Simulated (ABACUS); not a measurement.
**MnO under changes of volume**

One of the cells (10.999 Å³/atom); the others are scaled copies at fixed shape and fractional positions:

```
CELL_PARAMETERS angstrom
0.00000 2.22391 2.22391
2.22391 0.00000 2.22391
2.22391 2.22391 0.00000
ATOMIC_POSITIONS crystal
Mn 0.00000 0.00000 0.00000
O 0.50000 0.50000 0.50000
```

The cell is a database's computed one.

```yaml
Program: ABACUS 3.10.1
Functional: PBEsol
Potentials_or_basis: PseudoDojo NC SR 0.4.1 PBEsol standard
Cutoff: 1320 eV
Density_cutoff: 5279 eV
Basis: plane waves
k_mesh: 10 × 10 × 10
Occupations: fermi-dirac, width 0.05 eV
Spin: collinear spin, ferromagnetic start
Starting_moments: "[4.0, 0.0] μB"
```

```csv
volume (Å³/atom),energy over the lowest point (meV/atom),pressure (GPa),moment (μB per cell)
10.339,0.00,-0.9,4.61
10.559,2.67,-2.8,4.69
10.779,6.99,-4.4,4.77
10.999,14.18,-6.8,4.80
11.219,25.16,-9.1,4.82
11.439,38.79,-10.8,4.86
11.659,?,?,?
```

Problem. What does the run at 11.659 Å³/atom give?

Solution. Energy over the lowest point 54.29 meV/atom; pressure -12.2 GPa; moment 4.91 μB per cell.

Worked out: A Birch-Murnaghan fit of order 3 (a polynomial in V^(-2/3)) to the other rows has no minimum within the range. It gives 56.63 meV/atom at 11.659 Å³/atom, against the run's 54.29, and -dE/dV = -14.3 GPa, against -12.2. A parabola through the other rows of the moment, of slope -0.0331 μB per Å³/atom there, extrapolates to 4.85 μB, against the run's 4.91. The fit is too stiff a form for this range.

Energies are extrapolated to zero smearing.

Caveats: a cell with one magnetic atom can't hold antiferromagnetic order, which such compounds often take.
